## Examination question

Stishovite is a dense, high-pressure form of silica in which each silicon atom has six oxygen neighbours. The table lists its optical vibrations at the zone centre, where every unit cell moves in the same way. The calculation started from the measured structure, which was then relaxed with PBEsol.

Optical modes at the zone centre of SiO2 (P4_2/mnm, 6 atoms per cell, relaxed a = 4.195 Å, c = 2.679 Å), without the longitudinal term; intensities are summed over each degenerate level. Calculated with Ansatz 0.2.0 by linear response with PBEsol, plane waves and PAW datasets made for PBE, cutoff 420 eV, k mesh 6×6×8, fixed occupations.

```
row  phonon frequency (cm⁻¹)  phonon degeneracy  phonon infrared intensity ((debye/Å)²/amu)
  1                    216.3                  1                                           0
  2                    374.9                  1                                           0
  3                    448.0                  2                                        61.2
  4                    560.7                  2                                        8.66
  5                    571.2                  2                                           0
  6                    575.1                  1                                           0
  7                    644.2                  1                                        51.4
  8                    736.6                  1                                           0
  9                    740.8                  1                                           0
 10                    808.8                  2                                        24.8
 11                    924.5                  1                                           0
```

The phonon degeneracy is the number of modes that share a frequency. The phonon infrared intensity is summed over them. The following facts may be used.

- The cell holds two silicon and four oxygen atoms. Every silicon atom sits on an inversion centre, and every oxygen atom lies in one plane with its three silicon neighbours.
- Rows 3, 4 and 10 are polar in the plane perpendicular to the c axis. Row 7 is polar along c.
- Rows 1, 6 and 11 are usually assigned to the symmetries B1g, A2g and B2g. All three are even under inversion.

1. Do the rows account for all the modes, and why do most of them show no infrared intensity?
2. Rows 1, 6 and 11 move the same atoms. Why do their frequencies differ so much?
3. Which level absorbs infrared light most strongly?
4. Estimate the intensity of row 7 from charges and masses.
5. Which mode does most for the static dielectric constant?
6. What would change if silicon were replaced by a heavier atom?
7. What would the longitudinal term change, and which differences in the table can be trusted?

## Model answer

### 1. Counting and zeros

Six atoms have 18 independent motions, and three of these merely shift the whole crystal. The remaining 15 are the optical modes, which the table holds as seven single levels and four doublets. Only four levels, with seven modes among them, absorb infrared light.

To absorb, a vibration must give the cell an oscillating dipole. In an even mode the oxygen atoms on opposite sides of a silicon atom move in opposite directions, so their dipoles cancel. In the odd modes without intensity, the two halves of the cell carry opposite dipoles. Both kinds of zero are exact consequences of symmetry.

*Remark.* A zero in the infrared column doesn't make a mode visible in a Raman spectrum. Some modes, row 6 among them by its usual assignment, appear in neither spectrum.

### 2. Same atoms, different stiffness

An inversion centre can't move in an even mode, so silicon stays at rest in rows 1, 6 and 11 and only oxygen vibrates. The squared frequency of a vibration is its stiffness divided by the moving mass. With the mass equal in all three rows, the ratio of squared frequencies is a ratio of stiffness. Row 11 is $(924.5/216.3)^2 \approx 18$ times as stiff as row 1, and row 6 is about 7 times as stiff.

The geometry explains the order. In row 1 each oxygen atom moves at right angles to the plane of its three silicon neighbours, which to first order leaves every bond length unchanged. All six oxygen atoms around a silicon atom circle the c axis in the same sense, so the octahedron turns much like a unit. Little resists such a motion.

In row 6 the oxygen atoms also leave the plane of their neighbours, and again no bond is stretched to first order. Now, however, two oxygen atoms of each octahedron circle one way and the other four the opposite way. This distorts the angles between the bonds at silicon, which costs far more energy than turning the octahedron.

In row 11 the oxygen atoms move within the plane of their neighbours and change the bond lengths directly. All six bonds of one octahedron lengthen while those of the other octahedron in the cell shorten. This is the stiffest pattern of the three, and it has the highest frequency in the table.

*Remark.* The ratios come from the calculated frequencies. The motions come from symmetry together with the usual assignments, and each of these three symmetries allows only one pattern. The rule carries over to related structures: turning is soft, bending is stiffer and stretching is stiffest. In quartz, where silicon has only four neighbours and the bonds are shorter and stronger, the highest stretching modes lie higher than here.

### 3. The strongest absorber

The answer depends on how the light is polarised. In the summed intensity row 3 leads, with 61.2 against 51.4 (debye/Å)²/amu for row 7. But row 3 is a doublet, and light polarised along one in-plane direction drives only half of its sum, 30.6. For polarised light on a single crystal row 7 is therefore the strongest, by a factor of about 1.7.

*Remark.* An average over all crystal directions counts both partners of a doublet, and then row 3 leads again. The two statements answer different questions, and a comparison with a measured spectrum has to begin by choosing between them.

### 4. The intensity of row 7

Along c, symmetry allows only one polar pattern besides the shift of the whole crystal: both silicon atoms move one way and all four oxygen atoms the other. The centre of mass must stay at rest. If silicon moves by $s$, oxygen therefore moves by $-rs$ with

$$r=\frac{M_\mathrm{Si}}{2M_\mathrm{O}}=\frac{28.09}{2\times 16.00}\approx 0.88 ,$$

where $M_\mathrm{Si}$ and $M_\mathrm{O}$ are the atomic masses in amu. Silicon, although heavier, moves slightly further than each oxygen atom, because it is balanced by two of them.

The Born charge $Z$ is the dipole produced per unit displacement of an atom. The same calculation gives $Z=4.083\,e$ for silicon along c, and neutrality gives $-Z/2$ for oxygen. The two silicon and four oxygen atoms then produce the dipole $2Zs(1+r)$. The intensity is the square of this dipole divided by the sum of mass times squared displacement, which is $2M_\mathrm{Si}s^2(1+r)$. The result is

$$I=2Z^2\left(\frac{1}{M_\mathrm{Si}}+\frac{1}{2M_\mathrm{O}}\right).$$

One elementary charge equals 4.803 debye/Å, so $Z$ is 19.61 debye/Å and

$$I=2\times 19.61^2\times\left(\frac{1}{28.09}+\frac{1}{32.00}\right)\approx 51.4\ \text{(debye/Å)}^2/\text{amu}.$$

This is the value in the table. No force constant enters: stiffer bonds with the same charges would raise the frequency of row 7 and leave its intensity alone.

*Remark.* The agreement is exact by construction, since charge and intensity come from one linear-response calculation. The formula explains the number but doesn't test it against nature. It also shows why row 7 is so strong. Charges and masses fix a total intensity for each direction, and along c a single mode receives all of it. In the plane the total is similar, about 47, but three doublets divide it, and row 3 takes about 65 % of it. That division depends on the forces, so the formula can't supply it.

### 5. The static dielectric constant

A static field pulls on the charged atoms, and the crystal yields until its stiffness balances the pull. A mode thus contributes in proportion to its intensity divided by its squared frequency. Soft polar modes count for more than their absorption suggests.

Row 3 has only $30.6/51.4\approx 0.60$ of the intensity of row 7 for one polarisation. Its lower frequency makes up for this by a factor of $(644.2/448.0)^2\approx 2.1$, so it ends about a quarter ahead. In numbers, row 3 adds about 6.9 to the in-plane dielectric constant and row 7 adds about 5.6 to the constant along c.

The other two doublets bring the in-plane lattice part to about 8.4. The lattice part is therefore larger in the plane than along c, although the total intensity is slightly smaller there. The difference comes from softness, not from charge.

*Remark.* These contributions were obtained by dividing the calculated difference between the static and the electronic dielectric constant among the modes of each direction, in proportion to intensity over squared frequency. The strongest absorber for one polarisation, row 7, is thus not the mode with the largest static response, row 3.

### 6. A heavier atom in place of silicon

Suppose first that only the mass changes and all forces and charges stay as they are. The even modes, among them rows 1, 5, 6 and 11, keep their frequencies, because silicon doesn't move in them. Row 7 falls, since silicon takes a large part in it, and its intensity falls too, because $1/M_\mathrm{Si}$ becomes smaller. The in-plane polar modes can only fall or stay, and each falls to the extent that silicon takes part.

Real germanium dioxide of the same structure differs in a second way: its bonds are longer and weaker. Modes that stretch bonds, such as row 11, should then fall as well, although only oxygen moves in them. The even modes thus reveal the change in the bonds alone, while the polar modes mix it with the change in mass.

*Remark.* A common error is to lower every frequency by the same mass factor. The first step is always to ask which atoms move.

### 7. The longitudinal term and the digits

In a long polar wave whose atoms move along the direction of travel, charge piles up and creates an electric field that opposes the motion. The frequencies in the table leave this field out. Including it would raise row 7 for waves along c. For waves within the plane it would split each polar doublet, because only the partner that moves along the wave feels the field. The levels without infrared intensity would stay where they are, since they create no such field.

Degeneracies and zero intensities are fixed by symmetry and can be trusted fully. The factor of more than four between the frequencies of rows 1 and 11 is also far beyond any likely numerical error. The gaps of about 4 cm⁻¹ between rows 5 and 6 and between rows 8 and 9 are another matter. They are below 1 % of the frequencies, no test of their convergence with the plane-wave cutoff is reported here, and the atomic datasets were made for a different functional, PBE. The order within these two pairs deserves no explanation.

*Remark.* The printed decimal is useful for identifying a level. It is not a measure of how closely the calculation matches a real crystal.
